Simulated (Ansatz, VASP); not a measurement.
**One calculation of Sb, two programs**

The input INCAR:

```
  ALGO = Normal
  EDIFF = 1E-7
  ENCUT = 520
  GGA = PS
  ISIF = 2
  ISMEAR = -1
  LASPH = True
  LCHARG = True
  LELF = True
  LREAL = False
  LVHAR = True
  LWAVE = False
  NBANDS = 8
  NELM = 100
  PREC = Accurate
  SIGMA = 0.05
```

File KPOINTS:

```
k-points
0
Gamma
  17 17 17
```

The input POSCAR:

```
Sb
1.0
   -1.8959232765      1.8959232765      1.8959232765
    1.8959232765     -1.8959232765      1.8959232765
    1.8959232765      1.8959232765     -1.8959232765
Sb
1
Direct
    0.0000000000      0.0000000000      0.0000000000
```

Input for Ansatz:

```yaml
crystal:
  lattice:
    - [-1.8959232765, 1.8959232765, 1.8959232765]
    - [1.8959232765, -1.8959232765, 1.8959232765]
    - [1.8959232765, 1.8959232765, -1.8959232765]
  atoms:
    - { symbol: Sb, position: [0.0, 0.0, 0.0] }
kpoints:
  mp_grid: { grid: [17, 17, 17] }
  band_path:
    path:
      - [0.0, 0.0, 0.0]
      - [0.5, -0.5, 0.5]
      - [0.0, 0.0, 0.5]
      - [0.0, 0.0, 0.0]
      - [0.25, 0.25, 0.25]
      - [0.5, -0.5, 0.5]
      - [0.25, 0.25, 0.25]
      - [0.0, 0.0, 0.5]
    npoints: 5
scf:
  occupations: { method: fermi_dirac, width: 0.05 }
hamiltonian:
  xc: pbesol
  pseudopotentials: { kind: all_electron, lapw: { basis_error: 0.0005 } }
output:
  forces: true
  stress: true
  eigenvalues: true
```

Alike in both runs: task single point; functional PBEsol; k mesh 17 × 17 × 17; occupations fermi-dirac, width 0.05 eV; no spin polarisation.

|  | VASP | Ansatz |
| --- | --- | --- |
| version | VASP 6.6.1 | Ansatz 0.2.0 |
| potentials or method | VASP PAW PBE potentials, release 64 (Sb) | all-electron LAPW, scalar-relativistic |
| plane-wave cutoff (eV) | 520 | see its input |

|  | VASP | Ansatz | Ansatz less VASP |
| --- | --- | --- | --- |
| pressure (GPa) | -3.0 | -3.0 | +0.04 |

Ansatz ran all-electron here, so the differences hold the error of VASP's frozen core and of both bases.

Caveats: the PAW data sets were made with another functional, which shifts forces and pressure a little (VASP). The runs have no spin-orbit coupling, so splittings on Sb are missing.
